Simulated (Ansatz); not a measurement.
Crystal: BP.

```
P B
1.0
     0.00000    2.26900    2.26900
     2.26900    0.00000    2.26900
     2.26900    2.26900    0.00000
P B
1 1
Direct
  0.75000 0.75000 0.75000
  0.00000 0.00000 0.00000
```

| Item | Value |
| --- | --- |
| Program | Ansatz 0.2.0 |
| Task | relaxation of cell and atoms |
| Functional | LDA |
| Potentials or basis | Ansatz PAW |
| Cutoff | 420 eV (not typed: the program's choice for these potentials) |
| k mesh | 10 × 10 × 10 |
| Occupations | fermi-dirac, width 0.05 eV |
| Spin | no spin polarisation |

At the start: volume 11.68 Å³/atom.

Task: Where does the relaxation end?

Result: It ends after 5 steps and the volume is 11.32 Å³/atom (-3.1 %); space group F-43m (No. 216, to 0.05 Å).

The path:
```
step  energy change (eV)  largest force (eV/Å)  volume (Å³)
   1              0.0000                0.0000        23.36
   2             -0.0101                0.0000        22.96
   3             -0.0128                0.0000        22.63
   4             -0.0128                0.0000        22.64
   5             -0.0121                0.0000        22.64
```

Final structure:
```
P B
1.0
     0.00000    2.24540    2.24540
     2.24540    0.00000    2.24540
     2.24540    2.24540    0.00000
P B
1 1
Direct
  0.75000 0.75000 0.75000
  0.00000 0.00000 0.00000
```

Caveat: the plane-wave basis is chosen anew once the cell has moved, so the energies of steps on either side of that aren't comparable; the PAW data sets come from PBE, with cores solved anew for the run's functional, which leaves a small shift of forces and pressure.
